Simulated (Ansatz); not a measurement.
# What CdS (Fm-3m) distorts into, part 2 of 2

Aim: this structure of CdS (Fm-3m) is to be tested for unstable modes, and one is followed downhill.

Ansatz 0.2.0; DFT LDA, scalar-relativistic, plane waves, PAW; PAW set soft_1.

So far, highest frequency on the path or at a solved wavevector (cm⁻¹): step 2 (response at finite wavevector) 286. Also lowest frequency on the path (cm⁻¹): step 2 -71.7.

## 6. Relaxation from the frozen mode

Starting from the lowest point found, all atoms and the cell are let go, so that strain and other modes of the same symmetry can join in.

input.yaml reads:

```yaml
crystal:
  lattice:
    - [0.0, 2.6698506594, 2.6698506594]
    - [-2.6698506594, 2.6698506594, 0.0]
    - [-2.6698506594, -2.6698506594, 5.3397013187]
  atoms:
    - { symbol: Cd, position: [0.0, 1.0, 1.0] }
    - { symbol: Cd, position: [0.0, 0.5, 0.5] }
    - { symbol: S, position: [0.4894060474, 0.2605939526, 0.75] }
    - { symbol: S, position: [0.5105939526, 0.7394060474, 0.25] }
kpoints:
  mp_grid: { grid: [15, 15, 15] }
hamiltonian:
  xc: lda
  pseudopotentials: { kind: paw, azcp: { folder: soft_1 }, xc_functional: pbe }
scf:
  occupations: { method: methfessel_paxton, width: 0.2 }
output:
  forces: true
  stress: true
  eigenvalues: true
relax:
  adjacent_minimum: "off"
  f_tol: 0.002
  max_steps: 120
  cell: { stress_tol: 0.03 }
```

Run with:

```
$ ansatz run input.yaml --threads 4 --pin off --max-ram 10240MiB --backend cpu --events-out ev --progress --plain --runs-dir out
```

Numbers of over 12 decimals in the logs are rounded to 6 here.

The program printed:

```text
[...]
Crystal: 4 atoms, lattice volume = 76.124 Å³
Basis set: ecut = 420 eV, 1479 PW (Γ)
Bands: 32, of which v1, the nominal top of the filled ones, is band 26 counted from 1 (25 counted from 0)
Symmetry: 4 space group operations
[...]
k-points: 904 of 3375
[...]
SCF iter   1: F=—  HF=-17977.215178 eV  |F-HF|=—  |Δ(HF+E_count)|=         —  Δρ=2.46e-2  dr2=3.45e-1  ethr=3.10e-3  ⟨swp⟩=6.6  Hψ=121777  notcnv=0
[...]
SCF iter   7: F=-17977.114901 eV  HF=-17977.114901 eV  |F-HF|=1.01e-9  |Δ(HF+E_count)|=   1.17e-7  S|Δr|=    0.00e0  Δρ=3.56e-6  dr2=8.38e-9  ethr=1.92e-10  ⟨swp⟩=10.1  Hψ=144539  notcnv=0
SCF 1 converged in 7 iterations: F = -17977.114901 eV  dr2 = 8.38e-9
[...]
relax step   1: F+E_penalty+E_count = -17977.11490051 eV  Δ(F+E_penalty+E_count) = +0.000e0 eV  max|allowed force component| = 7.493e-3 eV/Å  Δτ_max = 0.0000 Å  P = +0.063 GPa  Ω = 76.124 Å³  (7 SCF iters, dr2 threshold 1.00e-7 eV, accepted)
Crystal: 4 atoms, lattice volume = 76.206 Å³
[...]
SCF iter   4: F=-17977.114938 eV  HF=-17977.114938 eV  |F-HF|=3.65e-9  |Δ(HF+E_count)|=   1.96e-9  S|Δr|=    0.00e0  Δρ=2.83e-6  dr2=5.70e-9  ethr=3.73e-11  ⟨swp⟩=5.9  Hψ=122094  notcnv=0
SCF 2 converged in 4 iterations: F = -17977.114938 eV  dr2 = 5.70e-9
relax step   2: F+E_penalty+E_count = -17977.11493781 eV  Δ(F+E_penalty+E_count) = -3.730e-5 eV  max|allowed force component| = 7.972e-3 eV/Å  Δτ_max = 0.0018 Å  P = -0.031 GPa  Ω = 76.206 Å³  energy of the carried Pulay correction = -1.844e-5 eV  (4 SCF iters, dr2 threshold 1.94e-8 eV, accepted)
Crystal: 4 atoms, lattice volume = 76.228 Å³
[...]
SCF iter   4: F=-17977.114991 eV  HF=-17977.114991 eV  |F-HF|=4.00e-10  |Δ(HF+E_count)|=   1.69e-9  S|Δr|=    0.00e0  Δρ=1.46e-6  dr2=1.94e-9  ethr=1.04e-11  ⟨swp⟩=6.3  Hψ=129408  notcnv=0
SCF 3 converged in 4 iterations: F = -17977.114991 eV  dr2 = 1.94e-9
relax step   3: F+E_penalty+E_count = -17977.11499149 eV  Δ(F+E_penalty+E_count) = -5.368e-5 eV  max|allowed force component| = 7.528e-3 eV/Å  Δτ_max = 0.0031 Å  P = -0.049 GPa  Ω = 76.228 Å³  energy of the carried Pulay correction = -2.346e-5 eV  (4 SCF iters, dr2 threshold 5.42e-9 eV, accepted)
[...]
relax step   4: F+E_penalty+E_count = -17977.11509496 eV  Δ(F+E_penalty+E_count) = -1.035e-4 eV  max|allowed force component| = 3.962e-3 eV/Å  Δτ_max = 0.0235 Å  P = -0.073 GPa  Ω = 76.326 Å³  energy of the carried Pulay correction = -4.541e-5 eV  (5 SCF iters, dr2 threshold 1.44e-8 eV, accepted)
[...]
relax step   5: F+E_penalty+E_count = -17977.11518101 eV  Δ(F+E_penalty+E_count) = -8.604e-5 eV  max|allowed force component| = 8.828e-4 eV/Å  Δτ_max = 0.0060 Å  P = +0.005 GPa  Ω = 76.238 Å³  energy of the carried Pulay correction = -2.574e-5 eV  (4 SCF iters, dr2 threshold 2.06e-8 eV, accepted)
[...]
SCF iter   5: F=-17977.115207 eV  HF=-17977.115207 eV  |F-HF|=7.28e-12  |Δ(HF+E_count)|=  3.64e-12  S|Δr|=    0.00e0  Δρ=5.30e-8  dr2=2.11e-12  ethr=1.00e-12  ⟨swp⟩=7.6  Hψ=148465  notcnv=0
SCF 6 converged in 5 iterations: F = -17977.115207 eV  dr2 = 2.11e-12
relax step   6: F+E_penalty+E_count = -17977.11520711 eV  Δ(F+E_penalty+E_count) = -2.610e-5 eV  max|allowed force component| = 8.842e-4 eV/Å  Δτ_max = 0.0000 Å  P = +0.005 GPa  Ω = 76.238 Å³  stress off target by 1.57e-2 GPa  SCF on the basis re-selected at this cell (its energy is not comparable with the rows above)  (5 SCF iters)
basis re-selected at this cell: Δ(F+E_penalty+E_count) = -2.610e-5 eV, ΔP = -0.000 GPa vs the last step (what re-selecting the basis moved, of the pressure what is left beyond the Pulay correction that the steps carried, after the strain that the cell walked since its last selection, with what the two solves' SCF thresholds leave and, on support functions, any second-order correction that the steps lacked; it is no m [...]
SCF converged after 5 iterations
[...]
Free energy (F): -17977.115207 eV
[...]
Internal energy: -17977.120105 eV  (E = F + TS)
E sigma→0 (E₀):  -17977.116432 eV
Entropy (-TS):   0.004898 eV (1.224 meV/atom)
Fermi energy:    10.758195 eV
[...]
--- Forces (eV/Å), atoms counted from 1 ---
  atom   1  Cd     0.00000000     0.00000000     0.00000000
  atom   2  Cd    -0.00000000     0.00000000     0.00000000
  atom   3  S      0.00088421    -0.00000000     0.00088421
  atom   4  S     -0.00088421     0.00000000    -0.00088421
  max |Σ_I F_I| component: 0.00e0 eV/Å
--- Stress (GPa, compression-positive) ---
       -0.000301      -0.001678       0.000776
       -0.001678       0.015349       0.001678
        0.000776       0.001678      -0.000301
  P = ⅓ Tr σ = 0.0049 GPa (0.049 kbar)
--- Band table (eV; the first three rows and the last of 904) ---
  k-point 0: bands = [... 22 lower, 9.7164, 9.7340, 10.6740, 10.6782, 11.6738, 13.8842, 16.3003, 16.3014, ... 2 higher]
  k-point 1: bands = [... 22 lower, 9.7166, 9.7338, 10.6629, 10.6663, 11.8052, 13.9007, 16.3341, 16.3351, ... 2 higher]
  k-point 2: bands = [... 22 lower, 9.7431, 9.7594, 10.6290, 10.6317, 12.1240, 13.9476, 16.4344, 16.4351, ... 2 higher]
  k-point 903: bands = [... 22 lower, 7.9466, 8.2414, 10.3462, 10.6011, 10.9766, 14.0958, 15.9380, 16.3954, ... 2 higher]
--- Relaxed structure (5 steps of the walk, 5 accepted, 1 SCFs on fresh bases) ---
  F+E_penalty+E_count = -17977.11520711 eV   max|allowed force component| = 8.842e-4 eV/Å   (the final SCF, on the basis selected at the relaxed cell)
  cell:  # Å, volume = 76.2382 Å³
    - [0.00318875, 2.671512, 2.670203]
    - [-2.670203, 2.671512, -0.00318875]
    - [-2.666019, -2.673706, 5.339411]
  atoms:
    - { symbol: Cd, position: [-1.1102230246251565e-16, 1.0, 1.0] }
    - { symbol: Cd, position: [-5.551115123125783e-17, 0.5, 0.5] }
    - { symbol: S, position: [0.483466, 0.266534, 0.750000] }
    - { symbol: S, position: [0.516534, 0.733466, 0.250000] }
```

Wall time 1.9 min (4 threads of Arm Neoverse V2, shared host); peak memory 1.6 GiB.

The steps of the relaxation:

```tsv
step	energy less that of the first step (eV)	largest force component (eV/Å)	pressure (GPa)	volume (Å³)
1	0.0000	0.0075	0.06	76.12
2	0.0000	0.0080	-0.03	76.21
3	-0.0001	0.0075	-0.05	76.23
4	-0.0002	0.0040	-0.07	76.33
5	-0.0003	0.0009	0.01	76.24
6*	-0.0003	0.0009	0.00	76.24
```

Relaxation steps marked * repeat the geometry before them on a plane-wave basis chosen anew for their cell, so energy and pressure can jump there.

The run keeps the 4 symmetry operations that it works with, so distortions that break them were not tested.

```tsv
cell as run	before	after	change
a (Å)	3.776	3.777	+0.0 %
b (Å)	3.776	3.777	+0.0 %
c (Å)	6.540	6.540	-0.0 %
α (°)	90.00	90.10	+0.1 %
β (°)	73.22	73.28	+0.1 %
γ (°)	60.00	60.06	+0.1 %
volume (Å³/atom)	19.03	19.06	+0.2 %
```

The atoms that moved most (Å, as changes of fractional coordinates times the final cell):

```tsv
atom	dx	dy	dz	length
S3	-0.016	0.000	-0.016	0.022
S4	0.016	0.000	0.016	0.022
```

Final coordinates:

```xyz
4
Lattice="0.0032 2.6715 2.6702 -2.6702 2.6715 -0.0032 -2.6660 -2.6737 5.3394" Properties=species:S:1:pos:R:3 pbc="T T T"
Cd   -5.3362   -0.0022    5.3362
Cd   -2.6681   -0.0011    2.6681
S    -2.7097   -0.0016    5.2947
S    -2.6234    2.6710    2.7118
```

Numbers from this step:

* pressure: 0.004916 GPa
* volume per atom: 19.06 Å³
* gap on the k-mesh: 0.2147 eV

The distorted start has space group C2/c; the relaxation ends in C2/c.

## 7. The new phase in its own primitive cell

The relaxed structure is symmetrised, reduced to its primitive cell and relaxed tightly, as its phonons need.

input.yaml, the sections that differ from step 6:

```yaml
crystal:
  lattice:
    - [3.2700858858, -1.8903735942, 0.0]
    - [3.2700858858, 1.8903735942, 0.0]
    - [-2.1898509794, 0.0, 6.1664621992]
  atoms:
    - { symbol: Cd, position: [0.5, 0.0, 0.0] }
    - { symbol: Cd, position: [0.0, 0.5, 0.5] }
    - { symbol: S, position: [0.2334655076, 0.7665344924, 0.25] }
    - { symbol: S, position: [0.7665344924, 0.2334655076, 0.75] }
kpoints:
  mp_grid: { grid: [10, 10, 6] }
relax:
  adjacent_minimum: "off"
  f_tol: 0.001
  max_steps: 60
  cell: { stress_tol: 0.01 }
# hamiltonian, scf, output: as in step 6
```

The program printed:

```text
[...]
Crystal: 4 atoms, lattice volume = 76.238 Å³
Basis set: ecut = 420 eV, 1479 PW (Γ)
Bands: 32, of which v1, the nominal top of the filled ones, is band 26 counted from 1 (25 counted from 0)
Symmetry: 4 space group operations
[...]
k-points: 172 of 600
[...]
cell:  # Å, volume = 76.2226 Å³
    - [3.269896, -1.889976, -0.00026944]
    - [3.269896, 1.889976, -0.00026944]
    - [-2.190232, -1.2633840700266318e-19, 6.167031]
  atoms:
    - { symbol: Cd, position: [0.500000, 4.666558616308117e-17, 0] }
    - { symbol: Cd, position: [2.7755575615628914e-17, 0.500000, 0.500000] }
    - { symbol: S, position: [0.235104, 0.764896, 0.25] }
    - { symbol: S, position: [0.764896, 0.235104, 0.750000] }
[key lines of the parts left out:]
SCF converged after 5 iterations
Free energy (F): -17977.115428 eV
Fermi energy:    10.778014 eV
P = ⅓ Tr σ = -0.0002 GPa (-0.002 kbar)
```

The job ended after 23 s (4 threads; peak memory 0.59 GiB; 90 s of CPU time).

Relaxation path:

```tsv
step	energy less that of the first step (eV)	largest force component (eV/Å)	pressure (GPa)	volume (Å³)
1	0.0000	0.0049	0.01	76.24
2	0.0000	0.0041	0.00	76.24
3	0.0000	0.0015	0.02	76.21
4	0.0000	0.0011	-0.06	76.26
5	0.0000	0.0004	0.00	76.22
6*	0.0000	0.0004	0.00	76.22
```

Relaxation steps marked * repeat the geometry before them on a plane-wave basis chosen anew for their cell, so energy and pressure can jump there. Relaxation step 4 was tried and not accepted.

The run keeps the 4 symmetry operations that it works with, so distortions that break them were not tested.

```tsv
cell as run	before	after	change
a (Å)	3.777	3.777	-0.0 %
b (Å)	3.777	3.777	-0.0 %
c (Å)	6.544	6.544	+0.0 %
volume (Å³/atom)	19.06	19.06	-0.0 %
```

The relaxed structure:

```cif
data_structure
_symmetry_space_group_name_H-M 'P 1'
_symmetry_Int_Tables_number 1
_cell_length_a 3.7768
_cell_length_b 3.7768
_cell_length_c 6.5444
_cell_angle_alpha 106.847
_cell_angle_beta 106.847
_cell_angle_gamma 60.055
_cell_volume 76.22
loop_
_atom_site_label
_atom_site_type_symbol
_atom_site_fract_x
_atom_site_fract_y
_atom_site_fract_z
_atom_site_occupancy
Cd1 Cd 0.50000 0.00000 0.00000 1
Cd2 Cd 0.00000 0.50000 0.50000 1
S3 S 0.23510 0.76490 0.25000 1
S4 S 0.76490 0.23510 0.75000 1
```

This step gave:

- pressure: -2.16e-4 GPa
- gap on the k-mesh: 0.1712 eV
- direct gap on mesh: 0.1712 eV

The largest force component left is 0.41 meV/Å and the pressure is 0.000 GPa, within the tolerances set. The cell now holds 19.06 Å³/atom.

## 8. Modes of the new phase, k-mesh 10×10×6

A relaxed structure may still be a saddle point, so its zone-centre modes are computed. No field response is asked.

input.yaml, the sections that differ from step 7:

```yaml
crystal:
  lattice:
    - [3.2698964932, -1.8899757876, -0.0002694401]
    - [3.2698964932, 1.8899757876, -0.0002694401]
    - [-2.1902322387, 0.0, 6.1670311768]
  atoms:
    - { symbol: Cd, position: [0.5, 0.0, 0.0] }
    - { symbol: Cd, position: [0.0, 0.5, 0.5] }
    - { symbol: S, position: [0.2351040623, 0.7648959377, 0.25] }
    - { symbol: S, position: [0.7648959377, 0.2351040623, 0.75] }
output:
  eigenvalues: true
phonons:
  method: dfpt
# kpoints, hamiltonian, scf: as in step 7
# relax: removed
```

The program printed:

```text
[...]
Crystal: 4 atoms, lattice volume = 76.223 Å³
Basis set: ecut = 420 eV, 1479 PW (Γ), exchange–correlation on 54×54×96 points (8 copies of the dense FFT grid, shifted against one another)
Bands: 32, of which v1, the nominal top of the filled ones, is band 26 counted from 1 (25 counted from 0)
Symmetry: 4 space group operations
k-points: 304 of 600 (irreducible under 1 space group operation, time reversal used)
[...]
SCF iter   1: F=—  HF=-17977.215109 eV  |F-HF|=—  |Δ(HF+E_count)|=         —  Δρ=2.45e-2  dr2=3.44e-1  ethr=3.10e-3  ⟨swp⟩=6.6  Hψ=40995  notcnv=0
[...]
SCF iter   9: F=-17977.115428 eV  HF=-17977.115428 eV  |F-HF|=7.28e-12  |Δ(HF+E_count)|=  2.18e-11  S|Δr|=    0.00e0  Δρ=5.15e-8  dr2=1.08e-12  ethr=1.00e-12  ⟨swp⟩=11.8  Hψ=57896  notcnv=0
SCF 1 converged in 9 iterations: F = -17977.115428 eV  dr2 = 1.08e-12
[...]
DFPT response loops at Γ: preconditioner auto → Kerker (q_TF=auto, 2.560 Å⁻¹) (partly filled bands, converged f_vac=0.000); β = 1.00, the filter's whole step (`scf.mixing.beta` (0.50) is not read by the response loops under this deck's `scf.mixing.preconditioner`; to damp them name `kerker` or `kerker_dos`, under which they read `scf.mixing.beta`, and type it under 1.00, their step now; both keys bind the ground state too); Broyden in place of MSR1
SCF converged after 9 iterations
[...]
Free energy (F): -17977.115428 eV
[...]
Internal energy: -17977.119349 eV  (E = F + TS)
E sigma→0 (E₀):  -17977.116408 eV
Entropy (-TS):   0.003920 eV (0.980 meV/atom)
Fermi energy:    10.778014 eV
[...]
--- Band table (eV; the first three rows and the last of 304) ---
  k-point 0: bands = [... 22 lower, 9.7215, 9.7364, 10.6789, 10.6809, 11.6767, 13.8882, 16.3020, 16.3031, ... 2 higher]
  k-point 1: bands = [... 22 lower, 9.7678, 9.7837, 10.6076, 10.6088, 12.3214, 13.9846, 16.5108, 16.5116, ... 2 higher]
  k-point 2: bands = [... 22 lower, 9.9187, 9.9312, 10.4235, 10.4272, 13.3382, 14.1652, 17.0965, 17.0999, ... 2 higher]
  k-point 303: bands = [... 22 lower, 8.4002, 8.4002, 9.2533, 9.2533, 13.1540, 13.1540, 16.7043, 16.7043, ... 2 higher]
--- Phonons (Γ-DFPT): 6 representative perturbations + reference, on 304 of 600 k-points (Σ response iterations 19) ---
  k mesh reduced under 1 symmetry operation, with k and −k counted as one. Each operation leaves every solved perturbation unchanged. A smaller set is not used because it would not reduce the number of displacements times k-points to solve
  ASR residual: 5.996e-5 → 0.000e0 eV/Å²; symmetrization residual: 3.635e-6 eV/Å²
  ASR residual per site (eV/Å²): 6.00e-5 6.00e-5 1.84e-5 1.84e-5
  Γ frequencies (cm⁻¹): 0.00 0.00 0.00 14.85 75.82 87.50 90.94 146.86 149.80 160.97 167.12 278.62
  non-analytic LO–TO correction: not included (Born effective charges unavailable; polar crystals: no LO–TO splitting at Γ)
```

Run time: 99 s. Hardware: 4 threads; peak memory 2 GiB.

Numbers from this step:

```yaml
sum_rule_residual_before_enforcement: 6.00e-5 eV/Å²
point_group: 2/m
highest_optical_mode_at_the_zone_centre_no_lo_to_term: 278.6 cm⁻¹
lowest_optical_zone_centre_mode: 14.85 cm⁻¹
```

Patterns of degenerate modes are one choice out of their space. The modes at Γ (shares of kinetic energy by element, %):

```tsv
mode	frequency (cm⁻¹)	symmetry	Cd %	S %
1	0.0	acoustic	78	22
2	0.0	acoustic	78	22
3	0.0	acoustic	78	22
4	14.8	Bg	0	100
5	75.8	Ag	0	100
6	87.5	Bu	94	6
7	90.9	Au	97	3
8	146.9	Au	62	38
9	149.8	Bu	22	78
10	161.0	Bu	28	72
11	167.1	Au	63	37
12	278.6	Bg	0	100
```

Displacements in mode 4 (14.8 cm⁻¹), the largest set to 1:
```
Cd1  0.00  0.00  0.00
Cd2  0.00  0.00  0.00
S3   1.00  0.00  0.00
S4  -1.00  0.00  0.00
```

Displacements in mode 7 (90.9 cm⁻¹), the largest set to 1:
```
Cd1  1.00  0.09  0.03
Cd2 -1.00  0.09 -0.03
S3   0.00 -0.33  0.00
S4   0.00 -0.33  0.00
```

Before it was imposed, the acoustic sum rule was missed by 6.0e-5 eV/Å². Small misses are needed for a sound result but don't prove that mesh and cutoff are converged. The lowest optical mode is real, 14.8 cm⁻¹.

## 9. Summary of results

* unstable mode of the parent: q = (0, 0, -0.5), 72i cm⁻¹
* depth at the lowest point sampled: 0.199 meV/atom
* largest atomic shift at that point: 0.04 Å
* space group reached (within 0.01 Å): C2/c
* energy gained over the parent (first relaxation, on the mesh of the frozen mode): 0.289 meV/atom
* volume per atom, phase reached: 19.1 Å³
* gap on the k-mesh, phase reached: 0.171 eV
* lowest optical zone-centre mode, phase reached: 14.8 cm⁻¹
* highest optical mode at the zone centre (no LO-TO term), phase reached: 279 cm⁻¹

In words: Along this mode the structure falls into C2/c, 0.289 meV/atom below the parent. At the parent's cell the well is 0.199 meV/atom deep on the steps tried, with its lowest point at a shift of 0.04 Å. Relaxing atoms and cell changes the gain by +0.09 meV/atom against the lowest step (energies at zero smearing). The new phase has no imaginary mode at the zone centre of its cell; other wavevectors were not checked. How so shallow a well moves with the k mesh was not tested. Each path keeps the symmetry of its pattern, so a lower phase may lie along a pattern not tried. With no gap, or one that is small against the smearing, the frequencies hang on the k mesh and the smearing, most of all near Kohn anomalies. A semilocal functional can close a gap that the real compound would have, so the metallic treatment may be an artefact of the level. An optical mode within 15 cm⁻¹ of zero is at the mercy of small errors in the force constants, and even its sign is uncertain. The PAW files were made for PBE and serve the other functionals too.

[Logs are printed without paths, hosts, clocks, repeated set-up lines and the standing remarks that a program may print on its own settings, such as how far it seeks lower states.]

[Hosts, paths, dates, database ids (printed as entryN), source tags and the programs' standing remarks are cut or masked in the printed files.]
